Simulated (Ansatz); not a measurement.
Clean, relaxed (010) surface of TiSi2, space group Cmcm (No. 63) (top face towards +c; atoms held fixed, by place in the list: 1, 2, 3, 4, 5, 6):

```yaml
crystal:
  lattice:
    - [3.51705, 0.00000, 0.00000]
    - [0.00000, 3.55562, 0.00000]
    - [0.00000, 0.00000, 28.38289]
  atoms:
    - { symbol: Si, position: [0.00000, 0.25000, 0.29948] }
    - { symbol: Si, position: [0.50000, 0.75000, 0.29974] }
    - { symbol: Ti, position: [0.50000, 0.25000, 0.36898] }
    - { symbol: Si, position: [0.00000, 0.75000, 0.38897] }
    - { symbol: Si, position: [0.00000, 0.25000, 0.44539] }
    - { symbol: Ti, position: [0.50000, 0.75000, 0.46538] }
    - { symbol: Si, position: [0.50000, 0.25000, 0.53509] }
    - { symbol: Si, position: [0.00000, 0.75000, 0.53560] }
    - { symbol: Ti, position: [0.00000, 0.25000, 0.60438] }
    - { symbol: Si, position: [0.50000, 0.75000, 0.62815] }
    - { symbol: Si, position: [0.50000, 0.25000, 0.69037] }
    - { symbol: Ti, position: [0.00000, 0.75000, 0.69557] }
```

Method: DFT PBEsol, scalar-relativistic, plane waves, PAW in Ansatz 0.2.0. Plane waves to 420 eV, a k mesh through Γ of 8×8×1 on the computed 12-atom cell and Gaussian smearing (0.10 eV); no spin polarisation. A dipole correction removes the field between periodic images along c.

Si (atom) is put at the hollow (Si-Si) at (0.00, 0.25) site, one adsorbate per 12.5 Å², and relaxed. E_ads counts from the clean slab and the free adsorbate (spin-polarised where it has unpaired electrons); negative means bound. Heights count from the highest slab atom after relaxation. Bonded neighbours lie within 1.25 times the sum of covalent radii (1.35 for H) and, on that scale, within 12 % of the closest. With the adsorbate the cell is lengthened along c to keep the vacuum.

Task: How strongly does it bind, and where does its anchoring atom end?

Result: -4.59 eV; at (0.00, 0.25), 2 bonded neighbours (Ti).

Task: How high does its anchoring atom sit over the highest slab atom, and what is the shortest contact with the surface?

Result: 1.74 Å; Si–Ti 2.48 Å.

Task: The clean face has a work function of 3.73 eV. How does the adsorbate change it?

Result: By +1.01 eV.

Each end is the local minimum or symmetric point that its start leads to.

The adsorbed runs have no spin polarisation, so weakly bound open-shell ends lie too high.

The reference crystal is a form of TiSi2, which isn't its usual structure.